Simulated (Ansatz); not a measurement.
Crystal: CsPbBr3.

```
CELL_PARAMETERS angstrom
5.87000 0.00000 0.00000
0.00000 5.87000 0.00000
0.00000 0.00000 5.87000
ATOMIC_POSITIONS crystal
Pb 0.50000 0.50000 0.50000
Cs 0.00000 0.00000 0.00000
Br 0.50000 0.50000 0.00000
Br 0.50000 0.00000 0.50000
Br 0.00000 0.50000 0.50000
```

Measurements of this composition are mostly on another form, of space group No. 62.

Base run:

```yaml
Program: Ansatz 0.2.0
Functional: PBEsol
Potentials_or_basis: all-electron LAPW, scalar-relativistic
Cutoff: 188 eV (chosen from the basis error)
Basis_error_allowed: 0.002 eV/atom
k_mesh: 5 × 5 × 5
Occupations: fermi-dirac, width 0.05 eV
Spin: no spin polarisation
```

Its results: pressure 0.0 GPa.

Q: The run is repeated on the same cell with these changes: functional from PBEsol to PBE. What comes out?

A: Pressure 1.4 GPa.

PBE binds less tightly than PBEsol, so the same cell stands under more pressure.
